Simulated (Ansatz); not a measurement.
# B: the cost of one run

Method: DFT PBE, scalar-relativistic, plane waves, PAW, in Ansatz 0.2.0.

4 further runs of the same task are left out: 4 set aside as unsound or not needed.

## 1. The system as given

Symmetry: R-3m, No. 166, trigonal system. The conventional cell has a = 2.501 Å, b = 2.501 Å, c = 8.984 Å, α = 90.00°, β = 90.00°, γ = 120.00°. Around B (site symmetry 3m) lie 1 B at 1.04 Å.

As a file:

```
B
1.0
     1.25062    0.72205    2.99470
    -1.25062    0.72205    2.99470
     0.00000   -1.44410    2.99470
B
2
Direct
  0.05770 0.05770 0.05770
  0.94230 0.94230 0.94230
```

This is candidate A: O type (R-3m, No. 166).

(A quick probe on a coarse mesh, which set the mesh and smearing, is not shown.)

## 3. Coarse relaxation (candidate A)

The input, input.yaml:

```yaml
crystal:
  lattice:
    - [1.2506238119, 0.7220479944, 2.9946984697]
    - [-1.2506238119, 0.7220479944, 2.9946984697]
    - [0.0, -1.4440959889, 2.9946984697]
  atoms:
    - { symbol: B, position: [0.0577, 0.0577, 0.0577] }
    - { symbol: B, position: [0.9423, 0.9423, 0.9423] }
basis:
  ecutwfc: 420
kpoints:
  mp_grid: { grid: [9, 9, 9] }
hamiltonian:
  xc: pbe
scf:
  occupations: { method: gaussian, width: 0.1 }
  lower_state_search: "off"
output:
  forces: true
  stress: true
  eigenvalues: true
relax:
  adjacent_minimum: "off"
  f_tol: 0.04
  max_steps: 70
  cell: { stress_tol: 0.4 }
```

**Question.** How long does this run take on 1 thread of an Arm CPU, shared host, and how much memory does it need?

About 10 s, with a peak of 0.34 GiB.
